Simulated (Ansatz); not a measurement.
# HgTe: the cost of one run

Computed with Ansatz 0.2.0 (DFT PBEsol, scalar-relativistic, unless a step's input says otherwise).

### 1 The starting structure

Symmetry: F-43m, No. 216, cubic system. The conventional cell has a = 6.447 Å, b = 6.447 Å, c = 6.447 Å, α = 90.00°, β = 90.00°, γ = 90.00°. Around Hg (site symmetry -43m) lie 4 Te at 2.79 Å. Te (site symmetry -43m) has 4 Hg at 2.79 Å as nearest neighbours.

Structure file:

```
Hg Te
1.0
     0.00000    3.22350    3.22350
     3.22350    0.00000    3.22350
     3.22350    3.22350    0.00000
Hg Te
1 1
Direct
  0.00000 0.00000 0.00000
  0.75000 0.75000 0.75000
```

Atoms are numbered in the order of the input: Hg1, Te2.

### 2 After the deformation

Space group F-43m before, I-4m2 after.

### 3 Full-potential LAPW

input.yaml

```yaml
crystal:
  lattice:
    - [0.0, 3.15903, 3.2235]
    - [3.15903, 0.0, 3.2235]
    - [3.15903, 3.15903, 0.0]
  atoms:
    - { symbol: Hg, position: [0.0, 0.0, 0.0] }
    - { symbol: Te, position: [0.75, 0.75, 0.75] }
kpoints:
  mp_grid: { grid: [9, 9, 9] }
  band_path:
    path:
      - [0.0, 0.0, 0.0]
      - [0.5, 0.0, 0.5]
      - [0.75, 0.25, 0.5]
      - [0.5, 0.5, 0.5]
      - [0.0, 0.0, 0.0]
      - [0.5, 0.5, 0.0]
      - [0.62995, 0.62995, 0.2599]
      - [0.37005, 0.37005, 0.7401]
      - [0.0, 0.0, 0.0]
    npoints: 5
scf:
  occupations: { method: fermi_dirac, width: 0.05 }
hamiltonian:
  xc: pbesol
  pseudopotentials: { kind: all_electron, lapw: { basis_error: 0.0005 } }
output:
  forces: true
  stress: true
  eigenvalues: true
```

Command:

```console
> ansatz run input.yaml --threads 1 --pin off --max-ram 3072MiB --backend cpu --events-out ev --progress --plain --runs-dir out
```

What time and memory should one allow on 1 thread of Intel Xeon 6975P-C (Granite Rapids), shared host?

About 41 s, with a peak of 0.58 GiB.
